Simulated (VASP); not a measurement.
A calculation with VASP 6.6.1 of NiO2 (native input, structure from a POSCAR):

INCAR

```
PREC = Accurate
ENCUT = 520
EDIFF = 1E-6
ISMEAR = 0
SIGMA = 0.02
LREAL = F
LASPH = T
NELM = 120
ALGO = Normal
ISIF = 2
LWAVE = F
LCHARG = F
ISPIN = 2
MAGMOM = 1 0 0
LORBIT = 11
LMAXMIX = 4
GGA = PS
NBANDS = 25
```

The input KPOINTS:

```
Automatic mesh
0
Gamma
  11 11 6
```

File POSCAR:

```
NiO2
1.0
    2.7987818650      0.0000000000      0.0000000000
   -1.3993909325      2.4238161948      0.0000000000
    0.0000000000      0.0000000000      4.6182730000
Ni O
1 2
Direct
    0.0000000000      0.0000000000      0.5000000000
    0.3333333333      0.6666666667      0.2939610000
    0.6666666667      0.3333333333      0.7060390000
```

Potentials or basis: VASP PAW PBE potentials, release 64 (Ni_pv, O).

Run with:

```bash
$ cat potpaw_PBE.64/Ni_pv/POTCAR potpaw_PBE.64/O/POTCAR > POTCAR
$ mpirun -np 1 vasp_std > vasp.out
```

The cell comes from a database or a generator and needn't be the stable form of this composition.

**Question.** Write the same calculation in another form: ASE script, Cartesian positions.

**Answer.** As run:

Contents of run.py:

```python
from ase.calculators.vasp import Vasp
from ase.dft.bandgap import bandgap
from ase.io import read

atoms = read('NiO2.xyz')
atoms.set_initial_magnetic_moments([1.0, 0.0, 0.0])
calc = Vasp(
    directory='calc',
    xc='pbesol',
    pp='PBE',
    setups='materialsproject',
    prec='Accurate',
    encut=520,
    ediff=1e-06,
    ismear=0,
    sigma=0.02,
    lreal=False,
    lasph=True,
    nelm=120,
    algo='Fast',
    isif=2,
    lwave=False,
    lcharg=False,
    ispin=2,
    lorbit=11,
    lmaxmix=4,
    kpts=[11, 11, 6],
    gamma=True,
    nbands=25,
)
atoms.calc = calc

print('energy (eV):', atoms.get_potential_energy())
print('free energy (eV):', atoms.get_potential_energy(force_consistent=True))
print('forces (eV/A):')
print(atoms.get_forces())
print('stress (eV/A^3, Voigt):', atoms.get_stress())
print('Fermi level (eV):', calc.get_fermi_level())
print('moment (muB):', atoms.get_magnetic_moment())
print('site moments (muB):', atoms.get_magnetic_moments())
gap, top, bottom = bandgap(calc)
print('band gap (eV):', gap, 'from (spin, k, band)', top, 'to', bottom)
```

Contents of NiO2.xyz:

```xyz
3
Lattice="2.7987818650 0.0000000000 0.0000000000 -1.3993909325 2.4238161948 0.0000000000 0.0000000000 0.0000000000 4.6182730000" Properties=species:S:1:pos:R:3 pbc="T T T"
Ni     0.0000000000      0.0000000000      2.3091365000
O     -0.0000000001      1.6158774633      1.3575921494
O      1.3993909326      0.8079387315      3.2606808506
```

Potentials or basis: VASP PAW PBE potentials, release 64 (Ni_pv, O).

Command:

```bash
$ python run.py
```

Both were run:

|  | native input, structure from a POSCAR | ASE script, Cartesian positions |
| --- | --- | --- |
| Pressure | -4.3 GPa | -4.6 GPa |
| Largest force | 0.408 eV/Å | 0.408 eV/Å |
| Band gap on the k mesh | 0.87 eV, indirect (least direct gap 1.14 eV) | 0.87 eV, indirect (least direct gap 1.14 eV) |
| Net moment | 0.00 μB per cell | 0.00 μB per cell |
| Valence electrons inside the program's atomic spheres | Ni 14.48; O 4.90 | Ni 14.48; O 4.90 |

Keys that steer only the numerical path or the files written may differ.

Caveat: the PAW data sets were made with another functional, which shifts forces and pressure a little; an odd mesh through Γ misses points on the zone boundary, where band edges often lie.
